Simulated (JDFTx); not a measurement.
Input of a JDFTx 1.7.0 (patched build) run:

Contents of bands.in:

```
lattice \
    0.0000000000     3.9627583152     3.9627583152 \
    3.9627583152     0.0000000000     3.9627583152 \
    3.9627583152     3.9627583152     0.0000000000
coords-type Cartesian
ion Mg     0.0000000000     0.0000000000     0.0000000000 1
ion O      3.9627583152     3.9627583152     3.9627583152 1

ion-species pseudo/Mg.upf
ion-species pseudo/O.upf
elec-cutoff 40 320
elec-ex-corr mgga-x-task lda-c-pw
elec-smearing Fermi 0.0018374661
elec-n-bands 14
electronic-minimize nIterations 30 energyDiffThreshold 1e-06
davidson-band-ratio 1.3
forces-output-coords Cartesian
include path.kpoints
symmetries none
fix-electron-density run.$VAR

dump-name bands.$VAR
dump End Ecomponents EigStats BandEigs Kpoints Forces
```

path.kpoints

```
kpoint +0.0000000000 +0.0000000000 +0.0000000000 0.020000000000
kpoint +0.0714285714 +0.0000000000 +0.0714285714 0.020000000000
kpoint +0.1428571429 +0.0000000000 +0.1428571429 0.020000000000
kpoint +0.2142857143 +0.0000000000 +0.2142857143 0.020000000000
kpoint +0.2857142857 +0.0000000000 +0.2857142857 0.020000000000
kpoint +0.3571428571 +0.0000000000 +0.3571428571 0.020000000000
kpoint +0.4285714286 +0.0000000000 +0.4285714286 0.020000000000
kpoint +0.5000000000 +0.0000000000 +0.5000000000 0.020000000000
kpoint +0.5000000000 +0.0833333333 +0.5833333333 0.020000000000
kpoint +0.5000000000 +0.1666666667 +0.6666666667 0.020000000000
kpoint +0.5000000000 +0.2500000000 +0.7500000000 0.020000000000
kpoint +0.4375000000 +0.3125000000 +0.7500000000 0.020000000000
kpoint +0.3750000000 +0.3750000000 +0.7500000000 0.020000000000
kpoint +0.3281250000 +0.3281250000 +0.6562500000 0.020000000000
kpoint +0.2812500000 +0.2812500000 +0.5625000000 0.020000000000
kpoint +0.2343750000 +0.2343750000 +0.4687500000 0.020000000000
kpoint +0.1875000000 +0.1875000000 +0.3750000000 0.020000000000
kpoint +0.1406250000 +0.1406250000 +0.2812500000 0.020000000000
kpoint +0.0937500000 +0.0937500000 +0.1875000000 0.020000000000
kpoint +0.0468750000 +0.0468750000 +0.0937500000 0.020000000000
kpoint +0.0000000000 +0.0000000000 +0.0000000000 0.020000000000
kpoint +0.0833333333 +0.0833333333 +0.0833333333 0.020000000000
kpoint +0.1666666667 +0.1666666667 +0.1666666667 0.020000000000
kpoint +0.2500000000 +0.2500000000 +0.2500000000 0.020000000000
kpoint +0.3333333333 +0.3333333333 +0.3333333333 0.020000000000
kpoint +0.4166666667 +0.4166666667 +0.4166666667 0.020000000000
kpoint +0.5000000000 +0.5000000000 +0.5000000000 0.020000000000
kpoint +0.5250000000 +0.4500000000 +0.5250000000 0.020000000000
kpoint +0.5500000000 +0.4000000000 +0.5500000000 0.020000000000
kpoint +0.5750000000 +0.3500000000 +0.5750000000 0.020000000000
kpoint +0.6000000000 +0.3000000000 +0.6000000000 0.020000000000
kpoint +0.6250000000 +0.2500000000 +0.6250000000 0.020000000000
kpoint +0.5625000000 +0.2500000000 +0.6875000000 0.020000000000
kpoint +0.5000000000 +0.2500000000 +0.7500000000 0.020000000000
kpoint +0.5000000000 +0.2916666667 +0.7083333333 0.020000000000
kpoint +0.5000000000 +0.3333333333 +0.6666666667 0.020000000000
kpoint +0.5000000000 +0.3750000000 +0.6250000000 0.020000000000
kpoint +0.5000000000 +0.4166666667 +0.5833333333 0.020000000000
kpoint +0.5000000000 +0.4583333333 +0.5416666667 0.020000000000
kpoint +0.5000000000 +0.5000000000 +0.5000000000 0.020000000000
kpoint +0.4791666667 +0.4791666667 +0.5416666667 0.020000000000
kpoint +0.4583333333 +0.4583333333 +0.5833333333 0.020000000000
kpoint +0.4375000000 +0.4375000000 +0.6250000000 0.020000000000
kpoint +0.4166666667 +0.4166666667 +0.6666666667 0.020000000000
kpoint +0.3958333333 +0.3958333333 +0.7083333333 0.020000000000
kpoint +0.3750000000 +0.3750000000 +0.7500000000 0.020000000000
kpoint +0.6250000000 +0.2500000000 +0.6250000000 0.020000000000
kpoint +0.5833333333 +0.1666666667 +0.5833333333 0.020000000000
kpoint +0.5416666667 +0.0833333333 +0.5416666667 0.020000000000
kpoint +0.5000000000 +0.0000000000 +0.5000000000 0.020000000000
```

Potentials or basis: SG15-PBE-1.2.

The run is started by

```bash
$ jdftx -c 1 -i bands.in -o bands.out
```

Task: Predict the band gap along the path.

Result: 7.23 eV, direct.

Levels at the corners of the path, in eV from the valence-band top:
```tsv
point	band 6	band 7	band 8	band 9	band 10	band 11
Γ	0.00	0.00	0.00	7.23	18.89	18.89
X	-4.09	-1.36	-1.36	11.57	13.74	16.43
W	-2.94	-2.94	-1.74	14.51	14.51	16.19
K	-3.48	-2.66	-1.18	12.82	15.63	15.66
Γ	0.00	0.00	0.00	7.23	18.89	18.89
L	-4.57	-0.71	-0.71	10.55	15.91	20.43
U	-3.48	-2.66	-1.18	12.82	15.63	15.66
W	-2.94	-2.94	-1.74	14.51	14.51	16.19
L	-4.57	-0.71	-0.71	10.55	15.91	20.43
K	-3.48	-2.66	-1.18	12.82	15.63	15.66
U	-3.48	-2.66	-1.18	12.82	15.63	15.66
X	-4.09	-1.36	-1.36	11.57	13.74	16.43
```

**The experiment to reproduce.**

From “Electronic structure of alkaline earth and post-transition metal oxides”, 2009, arxiv:0908.1581, for a bulk crystal of MgO: band gap 7.83 eV.

Measured gap of MgO: 7.83 eV (quoted in “Electronic structure of alkaline earth and post-transition metal oxides”, 2009, arxiv:0908.1581). This calculation gives 7.23 eV (-0.60 eV). The value is that of TASK, without temperature or zero-point motion. The cell is a database's relaxed one, not the measured one, which moves gaps too.
